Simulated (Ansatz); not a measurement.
Si under changes of volume

One of the cells (20.165 Å³/atom); the others are scaled copies at fixed shape and fractional positions:

```
Si
1.0
     0.00000    2.72185    2.72185
     2.72185    0.00000    2.72185
     2.72185    2.72185    0.00000
Si
2
Cartesian
  2.7219 2.7219 2.7219
  4.0828 4.0828 4.0828
```

| Quantity | Value |
| --- | --- |
| Program | Ansatz 0.2.0 |
| Functional | rPW86-PBE |
| Potentials or basis | Ansatz PAW |
| Cutoff | 420 eV (not typed: the program's choice for these potentials) |
| k mesh | 8 × 8 × 8 |
| Occupations | fermi-dirac, width 0.05 eV |
| Spin | no spin polarisation |

| volume (Å³/atom) | energy over the lowest point (meV/atom) | pressure (GPa) | gap on the mesh (eV) |
| --- | --- | --- | --- |
| 18.955 | 55.46 | 10.0 | 0.67 |
| 19.358 | 33.47 | 7.5 | 0.70 |
| 19.761 | 17.48 | 5.2 | 0.74 |
| 20.165 | 6.92 | 3.2 | 0.76 |
| 20.568 | 1.25 | 1.3 | 0.79 |
| 20.971 | 0.00 | -0.3 | 0.82 |
| 21.375 | ? | ? | ? |

Problem. What does the run at 21.375 Å³/atom give?

Solution. Energy over the lowest point 2.72 meV/atom; pressure -1.8 GPa; gap on the mesh 0.84 eV.

Worked out: A Birch-Murnaghan fit of order 3 (a polynomial in V^(-2/3)) to the other rows has its minimum at 20.89 Å³/atom with B0 = V·E''(V) = 84 GPa and B' = 4.3. It gives 2.73 meV/atom at 21.375 Å³/atom, against the run's 2.72, and -dE/dV = -1.8 GPa, against -1.8. A straight line through the other rows of the gap, of slope 1.47 eV per unit of ln V, extrapolates to 0.85 eV, against the run's 0.84.

Energies are extrapolated to zero smearing.

Caveats: the PAW data sets come from PBE, with cores solved anew for the run's functional, which leaves a small shift of forces and pressure.

A mesh can miss the band edges.
